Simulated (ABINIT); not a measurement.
## AlN (F-43m): G0W0 on several meshes in ABINIT

How does the mesh move the gap of AlN (F-43m)?

Calculated with ABINIT 10.8.3; LDA and many-body steps on it, plane waves.

## (1) Set-up

The structure is cubic, space group F-43m (No. 216). Conventional cell: a = 4.368 Å, b = 4.368 Å, c = 4.368 Å, α = 90.00°, β = 90.00°, γ = 90.00°. Al has 4 N at 1.89 Å nearest. Nearest to N lie 4 Al at 1.89 Å. Farther neighbours and most contacts between anions are not listed.

Coordinates:

```cif
data_structure
_symmetry_space_group_name_H-M 'F-43m'
_symmetry_Int_Tables_number 216
_cell_length_a 4.3680
_cell_length_b 4.3680
_cell_length_c 4.3680
_cell_angle_alpha 90.000
_cell_angle_beta 90.000
_cell_angle_gamma 90.000
_cell_volume 83.34
loop_
_atom_site_label
_atom_site_type_symbol
_atom_site_symmetry_multiplicity
_atom_site_Wyckoff_symbol
_atom_site_fract_x
_atom_site_fract_y
_atom_site_fract_z
_atom_site_occupancy
Al1 Al 4 a 0.00000 0.00000 0.00000 1
N1 N 4 c 0.25000 0.25000 0.25000 1
```

The cell and positions are those that the Materials Project relaxed with its own functionals (PBE, PBE+U or r2SCAN), kept fixed. This is not the form that AlN usually takes at ambient conditions.

## (2) Empty states on the mesh, 6×6×6 mesh, 540 bands

This step: ABINIT 10.8.3; DFT, LDA, plane waves, norm-conserving pseudopotentials.

The sums over transitions need many empty states on a uniform mesh; this step solves for them.

The input, run.abi:

```
acell 3*1.0 Angstrom
rprim 
  -0.000000000000 2.183993559600 2.183993559600
  2.183993559600 -0.000000000000 2.183993559600
  2.183993559600 2.183993559600 -0.000000000000
ntypat 2
znucl 13 7
natom 2
typat 1 2
xred 
  0.000000000000 0.000000000000 0.000000000000
  0.750000000000 0.750000000000 0.750000000000
pp_dirpath "pseudos"
pseudos "Al.upf, N.upf"
ecut 36
ngkpt 6 6 6
nshiftk 1
shiftk 0 0 0
kptopt 1
chksymbreak 0
irdden 1
istwfk *1
nband 540
prtvol 0
optdriver 6
gwr_task "HDIAGO"
paral_kgb 0
occopt 1
indata_prefix "in"
outdata_prefix "out"
tmpdata_prefix "tmp"
```

On the command line:

```
OMP_NUM_THREADS=1 mpirun -n 8 abinit run.abi > log
```

What it wrote:

```text
.Version 10.8.3 of ABINIT. v10.8.2 released Aug 2026.

 Symmetries : space group F-4 3 m (#216); Bravais cF (face-center cubic)
[... echo of the input left out ...]
== DATASET  1 ==================================================================
-   mpi_nproc: 8, omp_nthreads: 1 (-1 if OMP is not activated)

--- !DatasetInfo
iteration_state: {dtset: 1, }
dimensions: {natom: 2, nkpt: 16, mband: 540, nsppol: 1, nspinor: 1, nspden: 1, mpw: 1464, }
cutoff_energies: {ecut:  36.0, pawecutdg:  -1.0, }
[...]
Indirect band gap semiconductor
 Fundamental gap:     3.259 (eV)
   VBM:     5.508 (eV) at k: [ 0.0000E+00,  0.0000E+00,  0.0000E+00]
   CBM:     8.767 (eV) at k: [ 5.0000E-01,  5.0000E-01,  0.0000E+00]
 Direct gap:         4.243 (eV) at k: [ 0.0000E+00,  0.0000E+00,  0.0000E+00]

== END DATASET(S) ==============================================================
================================================================================

 -outvars: echo values of variables after computation  --------
           etotal      0.0000000000E+00
            nband         540
             nkpt          16
          spgroup         216
 [... the other variables as echoed above ...]

 Calculation completed.
```

Elapsed: 7.9 s, on 8 MPI ranks of Arm Neoverse V2, shared host; peak memory 1.5 GiB; 62 s of CPU time.

Numbers from this step:

| Quantity | Value |
| --- | --- |
| gap | 3.259 eV |
| k of the valence top | 0, 0, 0 |
| k of the conduction bottom | 0.5, 0.5, 0 |
| least direct gap | 4.243 eV |
| k points computed | 16 |
| lowest point of the top converged band, above the valence top | 481.4356 eV |

On this mesh the gap is 3.259 eV.

The density comes from a self-consistent run that is not shown.

## (3) Screening, 6×6×6 mesh, 108 bands, screening to 203.5 eV

The RPA dielectric matrix is built and inverted for each q.

This step: RPA screening on LDA, plane waves, norm-conserving pseudopotentials.

run.abi, as its differences from that of step 2:

```diff
@@ -20,10 +20,11 @@
 chksymbreak 0
-irdden 1
 istwfk *1
-nband 540
-prtvol 0
-optdriver 6
-gwr_task "HDIAGO"
-paral_kgb 0
 occopt 1
+irdwfk 1
+optdriver 3
+nband 108
+ecuteps 7.48
+inclvkb 2
+awtr 1
+symchi 1
 indata_prefix "in"
```

What it wrote:

```text
.Version 10.8.3 of ABINIT. v10.8.2 released Aug 2026.

 Symmetries : space group F-4 3 m (#216); Bravais cF (face-center cubic)
[... echo of the input left out ...]
== DATASET  1 ==================================================================
-   mpi_nproc: 8, omp_nthreads: 1 (-1 if OMP is not activated)

--- !DatasetInfo
iteration_state: {dtset: 1, }
dimensions: {natom: 2, nkpt: 16, mband: 108, nsppol: 1, nspinor: 1, nspden: 1, mpw: 1464, }
cutoff_energies: {ecut:  36.0, pawecutdg:  -1.0, }
electrons: {nelect:   8.00000000E+00, charge:   0.00000000E+00, occopt:   1.00000000E+00, tsmear:   1.00000000E-02, }

 SCREENING: Calculation of the susceptibility and dielectric matrices

 Based on a program developped by R.W. Godby, V. Olevano, G. Onida, and L. Reining.
 Incorporated in ABINIT by V. Olevano, G.-M. Rignanese, and M. Torrent.
.Using double precision arithmetic ; gwpc =  8

[... cell and pseudopotentials left out ...]
--------------------------------------------------------------------------------

 ==== K-mesh for the wavefunctions ====
 Number of points in the irreducible wedge :    16
[... list of points left out ...]
 Together with 24 symmetry operations and time-reversal symmetry
 yields   216 points in the full Brillouin Zone.

 ==== Q-mesh for the screening function ====
 Number of points in the irreducible wedge :    16
[... list of points left out ...]
 Together with 24 symmetry operations and time-reversal symmetry
 yields   216 points in the full Brillouin Zone.

 setmesh: FFT mesh size selected  =    24x   24x   24
          total number of points  =        13824

 vcoul_init : cutoff-mode = AUXILIARY_FUNCTION
 q-points for optical limit:   1
     1)      0.000010    0.000020    0.000030

- screening: taking advantage of time-reversal symmetry
- Maximum band index for partially occupied states nbvw = 4
- Remaining bands to be divided among processors   nbcw = 104
- Number of bands treated by each node ~13

 Number of electrons calculated from density =    8.0000; Expected =    8.0000
 average of density, n =  0.056900
 r_s =    1.6129
 omega_plasma =   23.0097 [eV]

 calculating chi0 at frequencies [eV] :
  1    0.000000E+00    0.000000E+00
  2    0.000000E+00    2.300966E+01

--------------------------------------------------------------------------------
  q-point number  1        q = ( 0.000000, 0.000000, 0.000000) [r.l.u.]
--------------------------------------------------------------------------------
[... chi0 elements left out ...]
 For q-point:  0.000010 0.000020 0.000030
  dielectric constant =   4.4104
  dielectric constant without local fields =   4.8536

  Average fulfillment of the sum rule on Im[epsilon] for q-point    1 :     90.23  [%]
[... wings left out ...]
  q-point number  2        q = ( 0.166667, 0.000000, 0.000000) [r.l.u.]
--------------------------------------------------------------------------------
[... chi0 elements left out ...]
  Average fulfillment of the sum rule on Im[epsilon] for q-point    2 :     96.19  [%]

 [... 14 further q-points ...]
```

Run time: 18 s. Hardware: 8 MPI ranks; peak memory 1.1 GiB.

This step gave:

```yaml
eps_infinity_with_local_fields_on_this_mesh_along_the_program_s_q_direction: 4.410
the_same_without_local_fields: 4.854
plasma_frequency: 23.01 eV
plane_waves_in_the_screening_matrix: 137
```

Local fields lower ε∞ by 9 %.

## (4) 6×6×6

The self-energy is evaluated for the states that the input lists, and the levels follow from it, in one-shot runs by the linearised quasiparticle equation.

This step: G0W0 on LDA, plane waves, norm-conserving pseudopotentials.

run.abi, as its differences from that of step 3:

```diff
@@ -23,8 +23,19 @@
 irdwfk 1
-optdriver 3
+optdriver 4
 nband 108
+gwcalctyp 0
+ecutsigx 36
+symsigma 1
+nkptgw 3
+kptgw 
+  0.0000000000 0.0000000000 0.0000000000
+  0.5000000000 0.5000000000 0.0000000000
+  0.5000000000 0.0000000000 0.0000000000
+bdgw 
+  2 8
+  3 6
+  3 6
 ecuteps 7.48
-inclvkb 2
-awtr 1
-symchi 1
+irdscr 1
+ppmodel 1
 indata_prefix "in"
```

What it wrote:

```text
.Version 10.8.3 of ABINIT. v10.8.2 released Aug 2026.

 Symmetries : space group F-4 3 m (#216); Bravais cF (face-center cubic)
[... echo of the input left out ...]
== DATASET  1 ==================================================================
-   mpi_nproc: 8, omp_nthreads: 1 (-1 if OMP is not activated)

--- !DatasetInfo
iteration_state: {dtset: 1, }
dimensions: {natom: 2, nkpt: 16, mband: 108, nsppol: 1, nspinor: 1, nspden: 1, mpw: 1464, }
cutoff_energies: {ecut:  36.0, pawecutdg:  -1.0, }
electrons: {nelect:   8.00000000E+00, charge:   0.00000000E+00, occopt:   1.00000000E+00, tsmear:   1.00000000E-02, }

 SIGMA: Calculation of the GW corrections

 Based on a program developped by R.W. Godby, V. Olevano, G. Onida, and L. Reining.
 Incorporated in ABINIT by V. Olevano, G.-M. Rignanese, and M. Torrent.
.Using double precision arithmetic ; gwpc =  8

[... cell and pseudopotentials left out ...]
--------------------------------------------------------------------------------

 ==== K-mesh for the wavefunctions ====
 Number of points in the irreducible wedge :    16
[... list of points left out ...]
 Together with 24 symmetry operations and time-reversal symmetry
 yields   216 points in the full Brillouin Zone.

 ==== Q-mesh for screening function ====
 Number of points in the irreducible wedge :    16
[... list of points left out ...]
 Together with 24 symmetry operations and time-reversal symmetry
 yields   216 points in the full Brillouin Zone.

 vcoul_init : cutoff-mode = AUXILIARY_FUNCTION
 q-points for optical limit:   1
     1)      0.000010    0.000020    0.000030
 setmesh: FFT mesh size selected  =    32x   32x   32
          total number of points  =        32768

 Number of electrons calculated from density =    8.0000; Expected =    8.0000
 average of density, n =  0.056900
 r_s =    1.6129
 omega_plasma =   23.0097 [eV]

 === KS Band Gaps ===
  >>>> For spin  1
   Minimum direct gap =   4.2434 [eV], located at k-point      :   0.0000  0.0000  0.0000
   Fundamental gap    =   3.2588 [eV], Top of valence bands at :   0.0000  0.0000  0.0000
                                       Bottom of conduction at :   0.5000  0.5000  0.0000
 SIGMA fundamental parameters:
 PLASMON POLE MODEL  1
 number of plane-waves for SigmaX                 1459
 number of plane-waves for SigmaC and W            137
 number of plane-waves for wavefunctions          1459
 number of bands                                   108
 number of independent spin polarizations            1
 number of spinorial components                      1
 number of k-points in IBZ                          16
 number of q-points in IBZ                          16
 number of symmetry operations                      24
 number of k-points in BZ                          216
 number of q-points in BZ                          216
 number of frequencies for dSigma/dE                 9
 frequency step for dSigma/dE [eV]                0.25
 number of omega for Sigma on real axis              0
 max omega for Sigma on real axis  [eV]           0.00
 zcut for avoiding poles [eV]                     0.10

 EPSILON^-1 parameters (SCR file):
 dimension of the eps^-1 matrix on file            137
 dimension of the eps^-1 matrix used               137
 number of plane-waves for wavefunctions          1459
 number of bands                                   108
 number of q-points in IBZ                          16
 number of frequencies                               2
 number of real frequencies                          1
 number of imag frequencies                          1

 matrix elements of self-energy operator (all in [eV])

 Perturbative Calculation

--- !SelfEnergy_ee
iteration_state: {dtset: 1, }
kpoint     : [   0.000,    0.000,    0.000, ]
spin       : 1
KS_gap     :    4.243
QP_gap     :    5.799
Delta_QP_KS:    1.556
data: !SigmaeeData |
     Band     E0 <VxcDFT>   SigX SigC(E0)      Z dSigC/dE  Sig(E)    E-E0       E
        2   5.508 -16.793 -20.942   2.950   0.784  -0.275 -17.734  -0.941   4.568
        3   5.508 -16.793 -20.942   2.950   0.784  -0.275 -17.734  -0.941   4.568
        4   5.508 -16.793 -20.942   2.950   0.784  -0.275 -17.734  -0.941   4.568
        5   9.752 -12.739  -8.149  -3.835   0.813  -0.229 -12.125   0.615  10.367
        6  17.867 -10.150  -4.112  -5.109   0.814  -0.228  -9.393   0.757  18.624
        7  17.867 -10.150  -4.112  -5.109   0.814  -0.228  -9.393   0.757  18.624
[...]
--- !SelfEnergy_ee
iteration_state: {dtset: 1, }
kpoint     : [   0.500,    0.500,    0.000, ]
spin       : 1
KS_gap     :    5.055
QP_gap     :    6.765
Delta_QP_KS:    1.711
data: !SigmaeeData |
     Band     E0 <VxcDFT>   SigX SigC(E0)      Z dSigC/dE  Sig(E)    E-E0       E
[...]
--- !SelfEnergy_ee
iteration_state: {dtset: 1, }
kpoint     : [   0.500,    0.000,    0.000, ]
spin       : 1
KS_gap     :    7.770
QP_gap     :    9.530
Delta_QP_KS:    1.760
data: !SigmaeeData |
     Band     E0 <VxcDFT>   SigX SigC(E0)      Z dSigC/dE  Sig(E)    E-E0       E
[...]
4   5.021 -16.447 -20.801   3.064   0.783  -0.277 -17.458  -1.011   4.010
        5  12.791 -11.276  -5.944  -4.422   0.823  -0.216 -10.527   0.749  13.539
        6  15.275 -13.397  -6.822  -5.244   0.784  -0.275 -12.353   1.043  16.318

== END DATASET(S) ==============================================================
================================================================================

 -outvars: echo values of variables after computation  --------
           etotal      0.0000000000E+00
            nband         108
             nkpt          16
          spgroup         216
 [... the other variables as echoed above ...]

 Calculation completed.
```

The job ended after 6.3 s (8 MPI ranks; peak memory 1.2 GiB).

Numbers from this step:

| Quantity | Value |
| --- | --- |
| G0W0 gap on the points computed | 4.741 eV |
| starting gap on the mesh | 3.259 eV |
| k of the valence top | 0, 0, 0 |
| k of the conduction bottom | 0.5, 0.5, 0 |
| Z at the valence top | 0.784 |
| Z at the conduction bottom | 0.834 |
| least direct G0W0 gap on the computed points | 5.799 eV |

The gap on the mesh goes from 3.26 eV to 4.74 eV, a correction of +1.48 eV.

## (5) Empty states on the mesh, 8×8×8 mesh, 116 bands

This step: DFT, LDA, plane waves, norm-conserving pseudopotentials.

The input, run.abi:

```
acell 3*1.0 Angstrom
rprim 
  -0.000000000000 2.183993559600 2.183993559600
  2.183993559600 -0.000000000000 2.183993559600
  2.183993559600 2.183993559600 -0.000000000000
ntypat 2
znucl 13 7
natom 2
typat 1 2
xred 
  0.000000000000 0.000000000000 0.000000000000
  0.750000000000 0.750000000000 0.750000000000
pp_dirpath "pseudos"
pseudos "Al.upf, N.upf"
ecut 36
ngkpt 8 8 8
nshiftk 1
shiftk 0 0 0
kptopt 1
chksymbreak 0
irdden 1
istwfk *1
nband 116
prtvol 0
optdriver 6
gwr_task "HDIAGO"
paral_kgb 0
occopt 1
indata_prefix "in"
outdata_prefix "out"
tmpdata_prefix "tmp"
```

What it wrote:

```text
[banner, memory and clock lines left out]
.Version 10.8.3 of ABINIT. v10.8.2 released Aug 2026.

 Symmetries : space group F-4 3 m (#216); Bravais cF (face-center cubic)
[... echo of the input left out ...]
== DATASET  1 ==================================================================
-   mpi_nproc: 8, omp_nthreads: 1 (-1 if OMP is not activated)

--- !DatasetInfo
iteration_state: {dtset: 1, }
dimensions: {natom: 2, nkpt: 29, mband: 116, nsppol: 1, nspinor: 1, nspden: 1, mpw: 1475, }
cutoff_energies: {ecut:  36.0, pawecutdg:  -1.0, }
[...]
Integrated=    8.0000E+00

 === KS gaps after direct diagonalization ===
 Indirect band gap semiconductor
 Fundamental gap:     3.259 (eV)
   VBM:     5.508 (eV) at k: [ 0.0000E+00,  0.0000E+00,  0.0000E+00]
   CBM:     8.767 (eV) at k: [ 5.0000E-01,  5.0000E-01,  0.0000E+00]
 Direct gap:         4.243 (eV) at k: [ 0.0000E+00,  0.0000E+00,  0.0000E+00]

== END DATASET(S) ==============================================================

 -outvars: echo values of variables after computation  --------
           etotal      0.0000000000E+00
            nband         116
             nkpt          29
          spgroup         216
 [... the other variables as echoed above ...]

 Calculation completed.
```

Elapsed: 12 s, on 8 MPI ranks; peak memory 1.4 GiB; 95 s of CPU time.

Numbers from this step:

```
gap                                                           : 3.259 eV
k of the valence top                                          : 0, 0, 0
k of the conduction bottom                                    : 0.5, 0.5, 0
least direct gap                                              : 4.243 eV
k points computed                                             : 29
lowest point of the top converged band, above the valence top : 147.1425 eV
```

On this mesh the gap is 3.259 eV.

## (6) Screening, 8×8×8 mesh, 108 bands, screening to 203.5 eV

This step: RPA screening on LDA, plane waves, norm-conserving pseudopotentials.

run.abi, as its differences from that of step 5:

```diff
@@ -20,10 +20,11 @@
 chksymbreak 0
-irdden 1
 istwfk *1
-nband 116
-prtvol 0
-optdriver 6
-gwr_task "HDIAGO"
-paral_kgb 0
 occopt 1
+irdwfk 1
+optdriver 3
+nband 108
+ecuteps 7.48
+inclvkb 2
+awtr 1
+symchi 1
 indata_prefix "in"
```

What it wrote:

```text
.Version 10.8.3 of ABINIT. v10.8.2 released Aug 2026.

 Symmetries : space group F-4 3 m (#216); Bravais cF (face-center cubic)
[... echo of the input left out ...]
== DATASET  1 ==================================================================
-   mpi_nproc: 8, omp_nthreads: 1 (-1 if OMP is not activated)

--- !DatasetInfo
iteration_state: {dtset: 1, }
dimensions: {natom: 2, nkpt: 29, mband: 108, nsppol: 1, nspinor: 1, nspden: 1, mpw: 1475, }
cutoff_energies: {ecut:  36.0, pawecutdg:  -1.0, }
electrons: {nelect:   8.00000000E+00, charge:   0.00000000E+00, occopt:   1.00000000E+00, tsmear:   1.00000000E-02, }

 SCREENING: Calculation of the susceptibility and dielectric matrices

 Based on a program developped by R.W. Godby, V. Olevano, G. Onida, and L. Reining.
 Incorporated in ABINIT by V. Olevano, G.-M. Rignanese, and M. Torrent.
.Using double precision arithmetic ; gwpc =  8

[... cell and pseudopotentials left out ...]
--------------------------------------------------------------------------------

 ==== K-mesh for the wavefunctions ====
 Number of points in the irreducible wedge :    29
[... list of points left out ...]
 Together with 24 symmetry operations and time-reversal symmetry
 yields   512 points in the full Brillouin Zone.

 ==== Q-mesh for the screening function ====
 Number of points in the irreducible wedge :    29
[... list of points left out ...]
 Together with 24 symmetry operations and time-reversal symmetry
 yields   512 points in the full Brillouin Zone.

 setmesh: FFT mesh size selected  =    24x   24x   24
          total number of points  =        13824

 vcoul_init : cutoff-mode = AUXILIARY_FUNCTION
 q-points for optical limit:   1
     1)      0.000010    0.000020    0.000030

- screening: taking advantage of time-reversal symmetry
- Maximum band index for partially occupied states nbvw = 4
- Remaining bands to be divided among processors   nbcw = 104
- Number of bands treated by each node ~13

 Number of electrons calculated from density =    8.0000; Expected =    8.0000
 average of density, n =  0.056900
 r_s =    1.6129
 omega_plasma =   23.0097 [eV]

 calculating chi0 at frequencies [eV] :
  1    0.000000E+00    0.000000E+00
  2    0.000000E+00    2.300966E+01

--------------------------------------------------------------------------------
  q-point number  1        q = ( 0.000000, 0.000000, 0.000000) [r.l.u.]
--------------------------------------------------------------------------------
[... chi0 elements left out ...]
 For q-point:  0.000010 0.000020 0.000030
  dielectric constant =   4.3302
  dielectric constant without local fields =   4.7697

  Average fulfillment of the sum rule on Im[epsilon] for q-point    1 :     90.20  [%]
[... wings left out ...]
  q-point number  2        q = ( 0.125000, 0.000000, 0.000000) [r.l.u.]
--------------------------------------------------------------------------------
[... chi0 elements left out ...]
  Average fulfillment of the sum rule on Im[epsilon] for q-point    2 :     96.65  [%]

 [... 27 further q-points ...]
```

Wall time 78 s (8 MPI ranks); peak memory 1.8 GiB; 10 min of CPU time.

This step gave:

```
ε∞ with local fields, on this mesh, along the program's q direction : 4.330
the same without local fields                                       : 4.770
plasma frequency                                                    : 23.01 eV
plane waves in the screening matrix                                 : 137
```

[end of part 1 of 2]

[Paths, hosts, dates, memory and timing lines, banners, echoed tables and standing remarks are left out of the program output.]

[Logs are printed without paths, hosts, clocks, repeated set-up lines and the standing remarks that a program may print on its own settings, such as how far it seeks lower states.]

[Runs of the session that timed out or met a known fault of the program may be left out.]

[Hosts, paths, dates, database ids (printed as entryN), source tags and the programs' standing remarks are cut or masked in the printed files.]

[G0W0 gaps are taken among the corrected bands and points alone; a level outside them can change the order at an edge.]

[Where Ansatz stands beside ABINIT at settings called matched, ABINIT's density can come from a denser mesh and the files from another edition; pairs whose starting gaps differed by over 0.03 eV were left out, so agreement reads better than it is.]
